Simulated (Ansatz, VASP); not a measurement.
# NaF (Villiaumite): VASP beside Ansatz

```xyz
2
Lattice="0.0000 2.3146 2.3146 2.3146 0.0000 2.3146 2.3146 2.3146 0.0000" Properties=species:S:1:pos:R:3 pbc="T T T"
Na    0.0000    0.0000    0.0000
F     2.3146    2.3146    2.3146
```

Alike in both runs: functional PBEsol; k mesh 8 × 8 × 8; no spin polarisation.

Ansatz relaxed the structure, and its values are those at the end. VASP's run is a single point on that final structure, the one shown.

```csv
,VASP,Ansatz
version,VASP 6.6.1,Ansatz 0.2.0
potentials or method,"VASP PAW PBE potentials, release 64 (Na_pv, F)","scalar-relativistic, plane waves, PAW"
plane-wave cutoff (eV),520,420
occupations,"gaussian, width 0.01 eV",fixed
valence electrons in the cell,14,16
```

|  | VASP | Ansatz | Ansatz less VASP |
| --- | --- | --- | --- |
| gap on the k mesh at the Fermi level (eV) | 6.18 | 6.20 | +0.021 |
| least direct gap on the mesh (eV) | 6.18 | 6.20 | +0.021 |
| pressure (GPa) | -0.1 | 0.0 | +0.08 |

The two sets of potentials don't hold the same shells in valence.

Caveats: the PAW data sets were made with another functional, which shifts forces and pressure a little (VASP).
